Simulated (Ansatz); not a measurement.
Ge: band structure with LDA

The system is Ge.

```xyz
4
Lattice="4.0504 0.0000 0.0000 -2.0252 3.5078 0.0000 0.0000 0.0000 10.9934" Properties=species:S:1:pos:R:3 pbc="T T T"
Ge    2.0252    1.1693    4.5606
Ge    0.0000    2.3385   10.0573
Ge    0.0000    0.0000    5.2488
Ge    0.0000    0.0000   10.7455
```

This isn't the form of Ge at room conditions, which is diamond.

```json
{
 "Program": "Ansatz 0.2.0",
 "Task": "band structure",
 "Functional": "LDA",
 "Potentials or basis": "Ansatz PAW",
 "Cutoff": "420 eV (not typed: the program's choice for these potentials)",
 "k mesh": "8 × 8 × 3",
 "Occupations": "fermi-dirac, width 0.05 eV",
 "Spin": "no spin polarisation",
 "Path": "[[\"G\", \"M\", \"K\", \"G\", \"A\", \"L\", \"H\", \"A\"], [\"L\", \"M\"], [\"K\", \"H\"]]",
 "Points for each segment of the path": "14"
}
```

```json
{
 "Pressure": "-2.5 GPa",
 "Largest force": "0.277 eV/Å",
 "Band gap along the path": "none (metal or under the smearing width)"
}
```

Forces in eV/Å, atoms in the order of the input:
```
Ge   0.000  0.000  0.277
Ge   0.000  0.000  0.277
Ge   0.000  0.000 -0.276
Ge   0.000  0.000 -0.276
```

Stress tensor (GPa, compression positive):
```
-3.28  0.00  0.00
 0.00 -3.28  0.00
 0.00  0.00 -1.02
```

Levels at the corners of the path, in eV from the Fermi level:
```
point  band 25  band 26  band 27  band 28  band 29  band 30  band 31  band 32
    Γ    -0.44    -0.44    -0.42    -0.42     0.25     0.47     1.55     3.76
    M    -1.96    -1.93    -1.26    -1.08     0.59     0.83     1.53     1.61
    K    -3.67    -3.67    -0.21     0.00     0.00     0.24     4.38     4.38
    Γ    -0.44    -0.44    -0.42    -0.42     0.25     0.47     1.55     3.76
    A    -0.43    -0.43    -0.43    -0.43     0.31     0.31     2.55     2.55
    L    -1.94    -1.94    -1.16    -1.16     0.66     0.66     1.58     1.58
    H    -3.67    -3.67     0.00     0.00     0.01     0.01     4.20     4.20
    A    -0.43    -0.43    -0.43    -0.43     0.31     0.31     2.55     2.55
    L    -1.94    -1.94    -1.16    -1.16     0.66     0.66     1.58     1.58
    M    -1.96    -1.93    -1.26    -1.08     0.59     0.83     1.53     1.61
    K    -3.67    -3.67    -0.21     0.00     0.00     0.24     4.38     4.38
    H    -3.67    -3.67     0.00     0.00     0.01     0.01     4.20     4.20
```

Run time: 41 s on 2 threads of Intel(R) Xeon(R) Processor @ 2.50GHz (Skylake/Cascade Lake), on a shared host, peak memory 0.62 GiB.

Caveat: the PAW data sets come from PBE, with cores solved anew for the run's functional, which leaves a small shift of forces and pressure.
